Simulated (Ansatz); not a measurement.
## AlFe: how the free axis answers a strain

AlFe, Pm-3m, a = 2.874 Å. The structure is a COD entry; whether it is the stable form wasn't checked. Ansatz: PBE, PAW, 420 eV, Γ-centred 18×18×18 mesh on 2 atoms, Gaussian smearing 0.10 eV; collinear spin, largest moment 0.7 μB. Series: biaxial strain in the a-b plane, c and atoms relaxed; x is the strain in per cent. y is the change of c in per cent of 2.874 Å.

```
x (%) y (%)
 -3.0      ?
 -2.0   2.36
 -1.0   1.16
  0.0   0.00
  1.0  -1.05
  2.0  -2.10
  3.0  -3.12
```

Question: Fit y = c1 x + c2 x² to the other rows, say what c1 measures, and predict the missing y.

Answer: Least squares on the rows shown. y = −1.119 x + 0.02854 x². With no stress along c, c1 = −2C12/C11 = -1.119. At x = -3.0 the fit asked for gives 3.61 %. The run gave 3.65 %, so the fit is 0.04 % too low, within twice the rms miss on the fitted rows (0.02 %).

Only parallel moments were tried here.